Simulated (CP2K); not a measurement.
# SnTe (Fm-3m) in CP2K: equation of state

Aim: energy against volume of SnTe in PBEsol, for its equilibrium volume and stiffness.

All numbers are computed with CP2K 2026.2; they aren't measurements. Logs are shortened: lines on timing, memory, paths and dates and some standing lists are left out, and cuts for length are marked.

**1. The crystal as given**

The structure is cubic, space group Fm-3m (No. 225). Conventional cell: a = 6.302 Å, b = 6.302 Å, c = 6.302 Å, α = 90.00°, β = 90.00°, γ = 90.00°. Te (site symmetry m-3m) is surrounded by 6 Sn at 3.15 Å. Sn (site symmetry m-3m) is surrounded by 6 Te at 3.15 Å.

**2. Single point, PBEsol, 31.28 Å³/atom**

Input file snte_eos.inp:

```
&GLOBAL
  PROJECT snte_eos
  RUN_TYPE ENERGY_FORCE
  PRINT_LEVEL LOW
&END GLOBAL
&FORCE_EVAL
  METHOD QS
  STRESS_TENSOR ANALYTICAL
  &DFT
    BASIS_SET_FILE_NAME BASIS_MOLOPT_UZH
    POTENTIAL_FILE_NAME POTENTIAL_UZH
    &MGRID
      CUTOFF 450
      REL_CUTOFF 60
      NGRIDS 4
    &END MGRID
    &QS
      METHOD GPW
      EPS_DEFAULT 1.0E-10
    &END QS
    &KPOINTS
      SCHEME MONKHORST-PACK 7 7 7
      GAMMA_CENTERED T
      SYMMETRY T
      SYMMETRY_BACKEND SPGLIB
    &END KPOINTS
    &SCF
      SCF_GUESS ATOMIC
      EPS_SCF 1.0E-6
      MAX_SCF 100
      ADDED_MOS 10
      CHOLESKY OFF
      EPS_EIGVAL 1.0E-7
      &DIAGONALIZATION ON
        ALGORITHM STANDARD
      &END DIAGONALIZATION
      &MIXING ON
        METHOD BROYDEN_MIXING
        ALPHA 0.4
        BETA 1.5
        NBUFFER 8
      &END MIXING
      &SMEAR ON
        METHOD FERMI_DIRAC
        ELECTRONIC_TEMPERATURE [K] 580.226
      &END SMEAR
    &END SCF
    &XC
      &XC_FUNCTIONAL
        &GGA_X_PBE_SOL
        &END GGA_X_PBE_SOL
        &GGA_C_PBE_SOL
        &END GGA_C_PBE_SOL
      &END XC_FUNCTIONAL
    &END XC
    &PRINT
      &KPOINTS ON
      &END KPOINTS
      &MULLIKEN ON
      &END MULLIKEN
      &MO ON
        ENERGIES T
        OCCUPATION_NUMBERS T
        &EACH
          QS_SCF 0
        &END EACH
        ADD_LAST NUMERIC
      &END MO
    &END PRINT
  &END DFT
  &SUBSYS
    &CELL
      ABC 4.4559748030 4.4559748030 4.4559748030
      ALPHA_BETA_GAMMA 60.0000000003 60.0000000003 59.9999999999
      PERIODIC XYZ
    &END CELL
    &COORD
      SCALED
      Te  0.5000000000 0.5000000000 0.5000000000
      Sn  0.0000000000 0.0000000000 0.0000000000
    &END COORD
    &KIND Te
      BASIS_SET TZVP-MOLOPT-PBE-GTH-q6
      POTENTIAL GTH-PBE-q6
    &END KIND
    &KIND Sn
      BASIS_SET TZVP-MOLOPT-PBE-GTH-q4
      POTENTIAL GTH-PBE-q4
    &END KIND
    &PRINT
      &ATOMIC_COORDINATES ON
      &END ATOMIC_COORDINATES
      &CELL ON
      &END CELL
      &SYMMETRY ON
      &END SYMMETRY
    &END PRINT
  &END SUBSYS
  &PRINT
    &FORCES ON
    &END FORCES
    &STRESS_TENSOR ON
    &END STRESS_TENSOR
  &END PRINT
&END FORCE_EVAL
```

Potentials or basis: POTENTIAL_UZH Te GTH-PBE-q6, Sn GTH-PBE-q4; TZVP-MOLOPT-PBE-GTH basis.

On the command line:

```sh
> OMP_NUM_THREADS=1 cp2k.psmp -i snte_eos.inp -o snte_eos.out
```

snte_eos.out:

```text

 CP2K| version string:                                       CP2K version 2026.2
 CP2K| Input file name                                              snte_eos.inp

 GLOBAL| Force Environment number                                              1
 GLOBAL| Basis set file name                                    BASIS_MOLOPT_UZH
 GLOBAL| Potential file name                                       POTENTIAL_UZH
 GLOBAL| MM Potential file name                                     MM_POTENTIAL
 GLOBAL| Coordinate file name                                      __STD_INPUT__
 GLOBAL| Method name                                                        CP2K
 GLOBAL| Project name                                                   snte_eos
 GLOBAL| Run type                                                   ENERGY_FORCE
 GLOBAL| FFT library                                                       FFTW3
[... 6 lines left out ...]
 GLOBAL| Total number of message passing processes                             1
 GLOBAL| Number of threads for this process                                    1
 GLOBAL| CPU model name                                 Intel(R) Xeon(R) 6975P-C

 CELL| Volume [angstrom^3]:                                            62.562368
 CELL| Vector a [angstrom]:       4.456     0.000     0.000   |a| =     4.455975
 CELL| Vector b [angstrom]:       2.228     3.859     0.000   |b| =     4.455975
 CELL| Vector c [angstrom]:       2.228     1.286     3.638   |c| =     4.455975
 CELL| Angle (b,c), alpha [degree]:                                    60.000000
 CELL| Angle (a,c), beta  [degree]:                                    60.000000
 CELL| Angle (a,b), gamma [degree]:                                    60.000000
 CELL| Numerically orthorhombic:                                              NO
 CELL| Periodicity                                                           XYZ

 CELL_REF| Volume [angstrom^3]:                                        62.562368
 CELL_REF| Vector a [angstrom     4.456     0.000     0.000   |a| =     4.455975
 CELL_REF| Vector b [angstrom     2.228     3.859     0.000   |b| =     4.455975
 CELL_REF| Vector c [angstrom     2.228     1.286     3.638   |c| =     4.455975
 CELL_REF| Angle (b,c), alpha [degree]:                                60.000000
 CELL_REF| Angle (a,c), beta  [degree]:                                60.000000
 CELL_REF| Angle (a,b), gamma [degree]:                                60.000000
 CELL_REF| Numerically orthorhombic:                                          NO
[... 11 lines left out ...]

  Total number of            - Atomic kinds:                                   2
                             - Atoms:                                          2
                             - Shell sets:                                     2
                             - Shells:                                        14
                             - Primitive Cartesian functions:                  8
                             - Cartesian basis functions:                     36
                             - Spherical basis functions:                     34

  Maximum angular momentum of- Orbital basis functions:                        2
                             - Local part of the GTH pseudopotential:          0
                             - Non-local part of the GTH pseudopotential:      4

 MODULE QUICKSTEP: ATOMIC COORDINATES IN ANGSTROM

   Atom Kind Element         X             Y             Z       Z(eff)     Mass
      1    1 Te   52      4.455975      2.572658      1.819144   6.0000 127.6000
      2    2 Sn   50      0.000000      0.000000      0.000000   4.0000 118.7100

 Crystal Symmetry Information
       International Symbol:                                               Fm-3m
       Point Group Symbol:                                                  m-3m
       Schoenflies Symbol:                                                  Oh^5
       Number of Symmetry Operations:                                         48

 SCF PARAMETERS         Density guess:                                    ATOMIC
[... 9 lines left out ...]
                        --------------------------------------------------------
                        level_shift [a.u.]:                             0.000000
                        added MOs                                        10    0
                        --------------------------------------------------------
                        Mixing method:                            BROYDEN_MIXING
[... 11 lines left out ...]
 *******************************************************************************
 BRILLOUIN| K-point scheme                                        Monkhorst-Pack
 BRILLOUIN| K-Point grid                                             7    7    7
 BRILLOUIN| Gamma-centered k-point mesh                                     ON
 BRILLOUIN| K-point symmetry accuracy                               0.100000E-05
 BRILLOUIN| K-Point point group symmetrization                                ON
 BRILLOUIN| Symmetry backend                                             SPGLIB
 BRILLOUIN| Symmetry reduction method                                    SPGLIB
 BRILLOUIN| Wavefunction type                                            COMPLEX
 BRILLOUIN| List of Kpoints [2 Pi/Bohr]                                       20
 BRILLOUIN| Number           Weight            X              Y              Z
 BRILLOUIN|     1           0.02332       -0.42857       -0.42857       -0.42857
 BRILLOUIN|     2           0.06997       -0.42857       -0.42857       -0.28571
 BRILLOUIN|     3           0.06997       -0.42857       -0.42857       -0.14286
 BRILLOUIN|     4           0.01749       -0.42857       -0.42857        0.00000
 BRILLOUIN|     5           0.03499       -0.42857       -0.42857        0.14286
 BRILLOUIN|     6           0.06997       -0.42857       -0.42857        0.28571
[... 12 lines left out ...]
 BRILLOUIN|    19           0.01749       -0.14286       -0.14286        0.00000
 BRILLOUIN|    20           0.00292        0.00000        0.00000        0.00000
 *******************************************************************************

 Extrapolation method: initial_guess

 Number of electrons:                                                         10
 Number of occupied orbitals:                                                  5
 Number of molecular orbitals:                                                15

 Number of orbital functions:                                                 34
 Number of independent orbital functions:                                     34

 SCF WAVEFUNCTION OPTIMIZATION

  Step     Update method      Time    Convergence         Total energy    Change
  ------------------------------------------------------------------------------
     1 NoMix/Diag. 0.40E+00    0.6     0.50857388       -11.7225117288 -1.17E+01
     2 Broy./Diag. 0.40E+00    0.7     0.01559303       -11.6924889482  3.00E-02
     3 Broy./Diag. 0.40E+00    0.8     0.05055116       -11.6486345262  4.39E-02
     4 Broy./Diag. 0.40E+00    0.8     0.00284442       -11.6742889606 -2.57E-02
     5 Broy./Diag. 0.40E+00    0.8     0.00293593       -11.6597820095  1.45E-02
     6 Broy./Diag. 0.40E+00    0.8     0.00111799       -11.6545999060  5.18E-03
     7 Broy./Diag. 0.40E+00    0.8     0.00027546       -11.6530005703  1.60E-03
     8 Broy./Diag. 0.40E+00    0.8     0.00010983       -11.6530222600 -2.17E-05
     9 Broy./Diag. 0.40E+00    0.8     0.00002900       -11.6529810614  4.12E-05
    10 Broy./Diag. 0.40E+00    0.8     0.00001914       -11.6530236544 -4.26E-05
    11 Broy./Diag. 0.40E+00    0.8     0.00000094       -11.6530231746  4.80E-07

  *** SCF run converged in    11 steps ***

  Electronic density on regular grids:        -10.0000000000       -0.0000000000
  Core density on regular grids:                9.9999999965       -0.0000000035
  Total charge density on r-space grids:       -0.0000000035
  Total charge density g-space grids:          -0.0000000035

  Overlap energy of the core charge distribution:               0.00000000002362
  Self energy of the core charge distribution:                -25.12195712507676
  Core Hamiltonian energy:                                      5.10687389895755
  Hartree energy:                                              11.16863963378503
  Exchange-correlation energy:                                 -2.80657737684610
  Electronic entropic energy:                                  -0.00000220543801
  Fermi energy:                                                 0.18632432851918

  Total energy:                                               -11.65302317459183
  Total energy (extrapolated to T->0):                        -11.65302207187282

 MO| EIGENVALUES AND OCCUPATION NUMBERS FOR K POINT 1
 MO|
 MO|  Index      Eigenvalue [a.u.]        Eigenvalue [eV]             Occupation
 MO|      1              -0.244463              -6.652175               2.000000
 MO|      2              -0.116749              -3.176908               2.000000
 MO|      3               0.114390               3.112710               2.000000
 MO|      4               0.114390               3.112710               2.000000
 MO|      5               0.174179               4.739645               1.997310
 MO|      6               0.200162               5.446688               0.001072
 MO|      7               0.201448               5.481687               0.000532
 MO|      8               0.201448               5.481689               0.000532
 MO|      9               0.502758              13.680737               0.000000
 MO|     10               0.567962              15.455021               0.000000
 MO|     11               0.567962              15.455027               0.000000
 MO|     12               0.590227              16.060907               0.000000
 MO|     13               0.683850              18.608494               0.000000
[... 268 lines left out ...]
 MO|      4               0.109457               2.978473               2.000000
 MO|      5               0.154094               4.193115               2.000000
 MO|      6               0.231813               6.307957               0.000000
 MO|      7               0.231813               6.307961               0.000000
 MO|      8               0.235917               6.419636               0.000000
 MO|      9               0.444222              12.087908               0.000000
 MO|     10               0.476434              12.964425               0.000000
 MO|     11               0.476434              12.964427               0.000000
 MO|     12               0.610798              16.620651               0.000000
 MO|     13               0.632510              17.211461               0.000000
 MO|     14               0.632510              17.211461               0.000000
 MO|     15               0.801302              21.804548               0.000000
 MO| Sum:                                                              10.000000
 MO| E(Fermi):            0.186324 a.u.          5.070143 eV

 [... the levels of further k-points ...]

 !-----------------------------------------------------------------------------!
                     Mulliken Population Analysis

 #  Atom  Element  Kind  Atomic population                           Net charge
       1     Te       1          6.354407                             -0.354407
       2     Sn       2          3.645593                              0.354407
 # Total charge                             10.000000                 -0.000000

 !-----------------------------------------------------------------------------!

 ENERGY| Total FORCE_EVAL ( QS ) energy [hartree]            -11.653023297191496

 FORCES| Atomic forces [hartree/bohr]
 FORCES|   Atom     x               y               z               |f|
 FORCES|      1  4.68333442E-13  2.56640485E-14  1.41441363E-13   4.89898474E-13
 FORCES|      2  1.30264875E-15 -1.89396795E-15  6.21257940E-15   6.62420948E-15
 FORCES| Sum     4.69636090E-13  2.37700806E-14  1.47653942E-13
 FORCES| Total atomic force                                       4.92873981E-13

 STRESS| Analytical stress tensor [bar]
 STRESS|                        x                   y                   z
 STRESS|      x        1.81713522882E+04   6.61156794434E-04  -8.23273964551E-04
 STRESS|      y        6.61156794434E-04   1.81711999794E+04   3.43364258085E-02
 STRESS|      z       -8.23273964551E-04   3.43364258085E-02   1.81708876720E+04
 STRESS| 1/3 Trace                                             1.81711466465E+04
 STRESS| Determinant                                           5.99994127590E+12

 STRESS| Eigenvectors and eigenvalues of the analytical stress tensor [bar]
 STRESS|                        1                   2                   3
 STRESS| Eigenvalues   1.81708839398E+04   1.81712037077E+04   1.81713522921E+04
 STRESS|      x           0.001900017069     -0.003825217319      0.999990878782
 STRESS|      y          -0.108014087285      0.994141283878      0.004008071625
 STRESS|      z           0.994147547843      0.108020717470     -0.001475708051
```

Run time: 11 s. Hardware: 1 thread of Intel Xeon 6975P-C (Granite Rapids), shared host; peak memory 0.34 GiB.

Results:

```
Free energy      : -317.0949 eV
Pressure         : 1.8 GPa
Mulliken charges : Te -0.35; Sn +0.35 e
```

Caveat: Mulliken charges move with the basis; this odd mesh misses L, where the gap lies, so gap, dielectric constants and Born charges aren't listed; the potentials were made for another functional, which shifts forces and pressure; the basis of atomic orbitals isn't converged, which shifts pressures, moduli and gaps.

**3. Single point, PBEsol, 30.66 Å³/atom (volume scaled by 0.98)**

Edit snte_eos.inp of step 2 so:

```diff
@@ -11,2 +11,3 @@
     POTENTIAL_FILE_NAME POTENTIAL_UZH
+    WFN_RESTART_FILE_NAME previous-RESTART.kp
     &MGRID
@@ -27,3 +28,3 @@
     &SCF
-      SCF_GUESS ATOMIC
+      SCF_GUESS RESTART
       EPS_SCF 1.0E-6
@@ -72,4 +73,4 @@
     &CELL
-      ABC 4.4559748030 4.4559748030 4.4559748030
-      ALPHA_BETA_GAMMA 60.0000000003 60.0000000003 59.9999999999
+      ABC 4.4260680307 4.4260680308 4.4260680308
+      ALPHA_BETA_GAMMA 60.0000000001 60.0000000000 59.9999999997
       PERIODIC XYZ
```

Potentials or basis: POTENTIAL_UZH Te GTH-PBE-q6, Sn GTH-PBE-q4; TZVP-MOLOPT-PBE-GTH basis.

On the command line:

```sh
> OMP_NUM_THREADS=1 cp2k.psmp -i snte_eos.inp -o snte_eos.out
```

It took 15 s on 1 thread of Intel Xeon 6975P-C (Granite Rapids), shared host; peak memory 0.34 GiB.

It converged, with:

| Item | Value |
| --- | --- |
| Free energy | -317.0765 eV |
| Pressure | 2.9 GPa |
| Mulliken charges | Te -0.34; Sn +0.34 e |

Caveat: Mulliken charges move with the basis; this odd mesh misses L, where the gap lies, so gap, dielectric constants and Born charges aren't listed; the potentials were made for another functional, which shifts forces and pressure; the basis of atomic orbitals isn't converged, which shifts pressures, moduli and gaps.

[end of part 1 of 2]
